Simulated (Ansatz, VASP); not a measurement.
One calculation of Sn, two programs

```
Sn
1.0
    -2.01557    2.01557    1.64961
     2.01557   -2.01557    1.64961
     2.01557    2.01557   -1.64961
Sn
1
Direct
  0.00000 0.00000 0.00000
```

Change from the starting cell: volume scaled by 0.98.

Alike in both runs: task single point; functional PBEsol; k mesh 10 × 10 × 10; occupations methfessel-paxton of order 1, width 0.1 eV; no spin polarisation.

|  | VASP | Ansatz |
| --- | --- | --- |
| version | VASP 6.6.1 | Ansatz 0.2.0 |
| potentials or method | VASP PAW PBE potentials, release 64 (Sn_d), cutoff 520 eV | all-electron LAPW, scalar-relativistic |

Ansatz gave:

| Quantity | Value |
| --- | --- |
| gap on the k mesh at the Fermi level (eV) | none |
| pressure (GPa) | -1.0 |
| largest component of the traceless stress (GPa) | 0.92 |

Q: What did VASP give for the same quantities?

A: gap on the k mesh at the Fermi level (eV): none; pressure (GPa): -1.1; largest component of the traceless stress (GPa): 0.92.

A gap of «none» marks a metal or a gap that the smearing closes. Ansatz ran all-electron here, so the differences hold the error of VASP's frozen core and of both bases.

Caveats: the PAW data sets were made with another functional, which shifts forces and pressure a little (VASP).
